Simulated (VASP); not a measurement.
# NiSb (P6_3/mmc) in VASP: notebook

Aim: see how the results for NiSb move with the level of theory and the settings. Levels: PBE, PBE+D3(BJ), PBEsol. Tasks: relaxation of cell and atoms.

Program: VASP 6.6.1. These are calculated values, not measurements. Logs are shortened: lines on timing, memory, paths and dates and some standing lists are left out, and cuts for length are marked.

## (1) Starting point

It takes space group P6_3/mmc (No. 194, hexagonal). Conventional cell: a = 3.930 Å, b = 3.930 Å, c = 5.116 Å, α = 90.00°, β = 90.00°, γ = 120.00°. Ni (site symmetry -3m) is surrounded by 2 Ni at 2.56 Å and 6 Sb at 2.60 Å. Sb (site symmetry -6m2) has 6 Ni at 2.60 Å as nearest neighbours.

The cell is a database's computed one.

## (2) Relaxation of cell and atoms, PBE, collinear spin, ferromagnetic start

The input, INCAR:

```
SYSTEM = NiSb
PREC = Accurate
ENCUT = 600
EDIFF = 1E-7
ISMEAR = 0
SIGMA = 0.1
LREAL = .FALSE.
LASPH = .TRUE.
NELM = 150
ALGO = Normal
ISIF = 3
LWAVE = .FALSE.
LCHARG = .FALSE.
ISPIN = 2
MAGMOM = 1 1 0 0
LORBIT = 11
LMAXMIX = 4
GGA = PE
IBRION = 2
NSW = 90
EDIFFG = -0.005
```

The input, KPOINTS:

```
regular mesh
0
G
  12 12 8
  0 0 0
```

The input, POSCAR:

```
NiSb
1.0
    3.9296697700      0.0000000000      0.0000000000
   -1.9648348800      3.4031938500      0.0000000000
    0.0000000000      0.0000000000      5.1161871700
Ni Sb
2 2
Direct
    0.0000000000      0.0000000000      0.0000000000
    0.0000000000      0.0000000000      0.5000000000
    0.3333333300      0.6666666700      0.2500000000
    0.6666666700      0.3333333300      0.7500000000
```

Potentials or basis: VASP PAW PBE potentials, release 64 (Ni, Sb).

The run is started by

```sh
$ cat potpaw_PBE.64/Ni/POTCAR potpaw_PBE.64/Sb/POTCAR > POTCAR
$ mpirun -np 1 vasp_std > vasp.out
```

OUTCAR:

```text
SYSTEM = NiSb
   PREC = Accurate
   ENCUT = 600
   EDIFF = 1E-7
   ISMEAR = 0
   LREAL = .FALSE.
   LASPH = .TRUE.
   NELM = 150
   ISIF = 3
   ISPIN = 2
   LORBIT = 11
   GGA = PE
   IBRION = 2
   NSW = 90
   EDIFFG = -0.005

 ion  position               nearest neighbor table
   1  0.000  0.000  0.000-   2 2.56   2 2.56   4 2.60   3 2.60   3 2.60   4 2.60   4 2.60   3 2.60

   2  0.000  0.000  0.500-   1 2.56   1 2.56   4 2.60   3 2.60   3 2.60   4 2.60   4 2.60   3 2.60

   3  0.333  0.667  0.250-   1 2.60   2 2.60   1 2.60   2 2.60   1 2.60   2 2.60   4 3.42   4 3.42
                             4 3.42   4 3.42   4 3.42   4 3.42
   4  0.667  0.333  0.750-   1 2.60   2 2.60   1 2.60   2 2.60   1 2.60   2 2.60   3 3.42   3 3.42
                             3 3.42   3 3.42   3 3.42   3 3.42

  LATTYP: Found a hexagonal cell.
 ALAT       =     3.9296697700
 C/A-ratio  =     1.3019381957

  Lattice vectors:

 A1 = (   3.9296697700,   0.0000000000,   0.0000000000)
 A2 = (  -1.9648348800,   3.4031938500,   0.0000000000)
 A3 = (   0.0000000000,   0.0000000000,   5.1161871700)

Analysis of symmetry for initial positions (statically):
=====================================================================
 Subroutine PRICEL returns:
 Original cell was already a primitive cell.

 Routine SETGRP: Setting up the symmetry group for a
 hexagonal supercell.

 Subroutine GETGRP returns: Found 24 space group operations
 (whereof 12 operations were pure point group operations)
 out of a pool of 24 trial point group operations.

The static configuration has the point symmetry D_3d.
 The point group associated with its full space group is D_6h.

Analysis of symmetry for dynamics (positions and initial velocities):
=====================================================================
 Subroutine PRICEL returns:
 Original cell was already a primitive cell.

 Routine SETGRP: Setting up the symmetry group for a
 hexagonal supercell.

 Subroutine GETGRP returns: Found 24 space group operations
 (whereof 12 operations were pure point group operations)
 out of a pool of 24 trial point group operations.

The dynamic configuration has the point symmetry D_3d.
 The point group associated with its full space group is D_6h.

Analysis of structural, dynamic, and magnetic symmetry:
=====================================================================
 Subroutine PRICEL returns:
 Original cell was already a primitive cell.

 Routine SETGRP: Setting up the symmetry group for a
 hexagonal supercell.

 Subroutine GETGRP returns: Found 24 space group operations
 (whereof 12 operations were pure point group operations)
 out of a pool of 24 trial point group operations.

The overall configuration has the point symmetry D_3d.
 The point group associated with its full space group is D_6h.

 Subroutine INISYM returns: Found 24 space group operations
 (whereof 12 operations are pure point group operations),
 and found     1 'primitive' translations

----------------------------------------------------------------------------------------

                                     Primitive cell

  volume of cell :      68.4210

  direct lattice vectors                    reciprocal lattice vectors
     3.929669770  0.000000000  0.000000000     0.254474309  0.146920810  0.000000000
    -1.964834880  3.403193850  0.000000000     0.000000000  0.293841622  0.000000000
     0.000000000  0.000000000  5.116187170     0.000000000  0.000000000  0.195458056

  length of vectors
     3.929669770  3.929669768  5.116187170     0.293841622  0.293841622  0.195458056

  position of ions in fractional coordinates (direct lattice)
     0.000000000  0.000000000  0.000000000
     0.000000000  0.000000000  0.500000000
     0.333333330  0.666666670  0.250000000
     0.666666670  0.333333330  0.750000000

  ion indices of the primitive-cell ions
   primitive index   ion index
                 1           1
                 2           2
                 3           3
                 4           4

----------------------------------------------------------------------------------------

 KPOINTS: regular mesh

Automatic generation of k-mesh.
 Grid dimensions read from file:
 generate k-points for:   12   12    8

 Generating k-lattice:

  Cartesian coordinates                     Fractional coordinates (reciprocal lattice)
     0.021206192  0.012243401  0.000000000     0.083333333  0.000000000  0.000000000
     0.000000000  0.024486802  0.000000000     0.000000000  0.083333333  0.000000000
     0.000000000  0.000000000  0.024432257     0.000000000  0.000000000  0.125000000

  Length of vectors
     0.024486802  0.024486802  0.024432257

  Shift w.r.t. Gamma in fractional coordinates (k-lattice)
     0.000000000  0.000000000  0.000000000

 Subroutine IBZKPT returns following result:
 ===========================================

 Found     95 irreducible k-points:

 Following reciprocal coordinates:
            Coordinates               Weight
  0.000000  0.000000  0.000000      1.000000
  0.083333 -0.000000  0.000000      6.000000
  0.166667 -0.000000  0.000000      6.000000
  0.250000 -0.000000  0.000000      6.000000
  0.333333 -0.000000  0.000000      6.000000
  0.416667 -0.000000  0.000000      6.000000
[... 16 lines left out ...]
  0.250000 -0.000000  0.125000     12.000000
  0.333333 -0.000000  0.125000     12.000000
 [... further k-points ...]
   k-points           NKPTS =     95   k-points in BZ     NKDIM =     95   number of bands    NBANDS=     20
   number of dos      NEDOS =    301   number of ions     NIONS =      4
   total plane-waves  NPLWV =  43008
   dimension x,y,z NGX =    32 NGY =   32 NGZ =   42
   dimension x,y,z NGXF=    64 NGYF=   64 NGZF=   84
   ions per type =               2   2
   NGX,Y,Z   is equivalent  to a cutoff of  13.54, 13.54, 13.65 a.u.
   NGXF,Y,Z  is equivalent  to a cutoff of  27.08, 27.08, 27.30 a.u.
 SYSTEM =  NiSb
   PREC   = accura    normal or accurate (medium, high low for compatibility)
   ISTART =      0    job   : 0-new  1-cont  2-samecut
   ICHARG =      2    charge: 1-file 2-atom 10-const
   ISPIN  =      2    spin polarized calculation?
   LNONCOLLINEAR =      F non collinear calculations
   LSORBIT =      F    spin-orbit coupling
   LASPH  =      T    aspherical Exc in radial PAW
   ENCUT  =  600.0 eV  44.10 Ry    6.64 a.u.   7.85  7.85 10.22*2*pi/ulx,y,z
   NELM   =    150;   NELMIN=  2; NELMDL= -5     # of ELM steps
   EDIFF  = 0.1E-06   stopping-criterion for ELM
   LREAL  =      F    real-space projection
   EDIFFG = -.5E-02   stopping-criterion for IOM
   NSW    =     90    number of steps for IOM
   IBRION =      2    ionic relax: 0-MD 1-quasi-New 2-CG
   NFREE  =      1    steps in history (QN), initial steepest desc. (CG)
   ISIF   =      3    stress and relaxation
   ISYM   =      2    0-nonsym 1-usesym 2-fastsym
   POTIM  = 0.5000    time-step for ionic-motion
   TEBEG  =    0.0;   TEEND  =   0.0 temperature during run
   PSTRESS=    0.0 pullay stress
   NELECT =      30.0000    total number of electrons
   NUPDOWN=      -1.0000    fix difference up-down
   EMIN   =  10.00;   EMAX   =-10.00  energy-range for DOS
   EFERMI =   0.00;   METHOD = LEGACY
   ISMEAR =     0;   SIGMA  =   0.10  broadening in eV -4-tet -1-fermi 0-gaus
   EFERMI_NEDOS =   21; number of points for ismear=-14 and -15
   IALGO  =     38    algorithm
   IMIX   =      4    mixing-type and parameters
     AMIX     =   0.40;   BMIX     =  1.00
     AMIX_MAG =   1.60;   BMIX_MAG =  1.00
  volume/ion in A,a.u.               =      17.11       115.43
  Fermi-wavevector in a.u.,A,eV,Ry     =   1.243709  2.350270 21.045664  1.546813
  Thomas-Fermi vector in A             =   2.378008
   LORBIT       =     11    0 simple, 1 ext, 2 COOP (PROOUT), +10 PAW based schemes
   GGA     = PE    functional components
   LHFCALC =     F    Hartree Fock is set to
   AEXX    =    0.0000 exact exchange contribution
   IVDW    =     0    specifies the selected vdW correction
   LEPSILON=     F    determine dielectric tensor
   LRPA    =     F    only Hartree local field effects (RPA)
 conjugate gradient relaxation of ions
 spin polarized calculation
 Gauss-broadening in eV      SIGMA  =   0.10
  energy-cutoff  :      600.00
  volume of cell :       68.42
 maximum number of plane-waves:      2312
 NGX is ok and might be reduce to    32
   NGX = 15   NGY = 15   NGZ = 21

--------------------------------------- Ionic step        1  -------------------------------------------

 number of electron      30.0000014 magnetization       0.0011830

 number of electron      30.0000014 magnetization      -0.0001452

 Free energy of the ion-electron system (eV)
  ---------------------------------------------------
  ext. energy  EPLUGINS =         0.00000000
  ---------------------------------------------------
  free energy    TOTEN  =       -20.29212127 eV

  energy without entropy =      -20.28421119  energy(sigma->0) =      -20.28816623

 E-fermi :  10.0822     XC(G=0): -11.5308

 val. band max:       10.0508097464   @ k =   0.0833   0.0833   0.1250
 cond. band min:      10.0823371518   @ k =   0.1667   0.0833   0.2500
 fundamental gap:      0.0315274053
 Fermi energy:        10.0822182557

 spin component 1

 k-point     1 :       0.0000    0.0000    0.0000
  band No.  band energies     occupation
      1      -2.9336      1.00000
      2       1.6421      1.00000
      3       3.8042      1.00000
      4       6.1240      1.00000
      5       6.1240      1.00000
      6       6.8939      1.00000
[... 1376 lines left out ...]
--------------------------------------- Ionic step        8  -------------------------------------------

 number of electron      30.0000017 magnetization      -0.0000000

 number of electron      30.0000017 magnetization       0.0000000

 Free energy of the ion-electron system (eV)
  ---------------------------------------------------
  ext. energy  EPLUGINS =         0.00000000
  ---------------------------------------------------
  free energy    TOTEN  =       -20.31443376 eV

  energy without entropy =      -20.30577562  energy(sigma->0) =      -20.31010469

 E-fermi :   9.6346     XC(G=0): -11.3841

 val. band max:        9.6228878034   @ k =   0.0833   0.0833   0.1250
 cond. band min:       9.6452073775   @ k =   0.4167   0.0833   0.1250
 fundamental gap:      0.0223195741
 Fermi energy:         9.6345632460

 spin component 1

 k-point     1 :       0.0000    0.0000    0.0000
  band No.  band energies     occupation
      1      -3.1239      1.00000
      2       1.2740      1.00000
      3       3.5730      1.00000
      4       5.8328      1.00000
      5       5.8328      1.00000
      6       6.5916      1.00000
[... 1130 lines left out ...]
  FREE ENERGIE OF THE ION-ELECTRON SYSTEM (eV)
  ---------------------------------------------------
  free  energy   TOTEN  =       -20.3144337643 eV

  energy  without entropy=      -20.3057756193  energy(sigma->0) =      -20.31010469

 reached required accuracy - stopping structural energy minimisation

 total charge

# of ion       s       p       d       tot
------------------------------------------
    1        0.440   0.460   8.452   9.351
    2        0.440   0.460   8.452   9.351
    3        1.135   1.204   0.071   2.410
    4        1.135   1.204   0.071   2.410
--------------------------------------------------
tot          3.150   3.327  17.045  23.522

 magnetization (x)

# of ion       s       p       d       tot
------------------------------------------
    1       -0.000  -0.000  -0.000  -0.000
    2       -0.000  -0.000  -0.000  -0.000
    3       -0.000  -0.000   0.000  -0.000
    4       -0.000  -0.000   0.000  -0.000
--------------------------------------------------
tot         -0.000  -0.000   0.000  -0.000
```

Run time: 20 min. Hardware: 1 thread of Intel Xeon Platinum 8375C at 2.90GHz (Ice Lake), shared host; peak memory 0.42 GiB.

Results:

```yaml
Free_energy: -20.3144 eV
Relaxed_volume: 17.62 Å³/atom
Relaxed_cell: a = 3.972 Å, b = 3.972 Å, c = 5.158 Å, α = 90.00°, β = 90.00°, γ = 120.00°
Space_group_after_relaxing_to_0.05_Å: P6_3/mmc (No. 194)
Energy_gained_by_relaxing: 5.6 meV/atom
Ionic_steps: 8
Pressure_after_relaxing: 0.0 GPa
Band_gap_on_the_k_mesh: none (metal or under the smearing width)
Net_moment: 0.00 μB per cell
Valence_electrons_inside_the_program's_atomic_spheres: Ni 9.35; Sb 2.41
```

The path:
```
step  energy change (eV)  largest force (eV/Å)  pressure (GPa)  volume (Å³)
   1              0.0000                0.0000            3.58        68.42
   2             -0.0069                0.0000           -2.59        72.27
   3             -0.0223                0.0000            0.04        70.47
   4             -0.0223                0.0000           -0.03        70.51
   5             -0.0223                0.0000           -0.06        70.51
   6             -0.0223                0.0000           -0.05        70.51
   7             -0.0223                0.0000            0.05        70.45
   8             -0.0223                0.0000            0.03        70.47
```

Final structure:
```
Ni Sb
1.0
     3.97192    0.00000    0.00000
    -1.98596    3.43979    0.00000
     0.00000    0.00000    5.15785
Ni Sb
2 2
Direct
  0.00000 0.00000 0.00000
  0.00000 0.00000 0.50000
  0.33333 0.66667 0.25000
  0.66667 0.33333 0.75000
```

Spin-orbit coupling is left out, which matters for the levels of Sb.

(Continued in part 2 of 3.)
